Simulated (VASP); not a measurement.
## BeTe: single point with PBE

The system is BeTe.

```
Be Te
1.0
     0.00000    2.77000    2.77000
     2.77000    0.00000    2.77000
     2.77000    2.77000    0.00000
Be Te
1 1
Cartesian
  0.0000 0.0000 0.0000
  4.1550 4.1550 4.1550
```

* Program: VASP 6.6.1
* Task: single point
* Functional: PBE
* Potentials or basis: VASP PAW PBE potentials, release 64 (Be, Te)
* Cutoff: 520 eV
* k mesh: 11 × 11 × 11
* Occupations: fermi-dirac, width 0.05 eV
* Spin: no spin polarisation
* Dipole correction: no
* Further INCAR settings: ALGO = Normal; EDIFF = 1e-06; NBANDS = 11

```json
{
 "Pressure": "4.4 GPa",
 "Band gap on the k mesh": "1.87 eV, indirect (least direct gap 3.56 eV)"
}
```

Levels at points of the mesh, in eV from the valence-band top:
```tsv
k point	band 1	band 2	band 3	band 4	band 5	band 6	band 7	band 8
(0.00, 0.00, 0.00)	-12.63	0.00	0.00	0.00	3.56	3.56	3.56	4.19
```

Wall time 21 s on 1 thread of Intel(R) Xeon(R) 6975P-C (Granite Rapids) (shared host), peak memory 0.17 GiB.

Caveat: spin-orbit coupling is left out, which moves the levels of the heavy elements; an odd mesh through Γ misses points on the zone boundary, where band edges often lie.
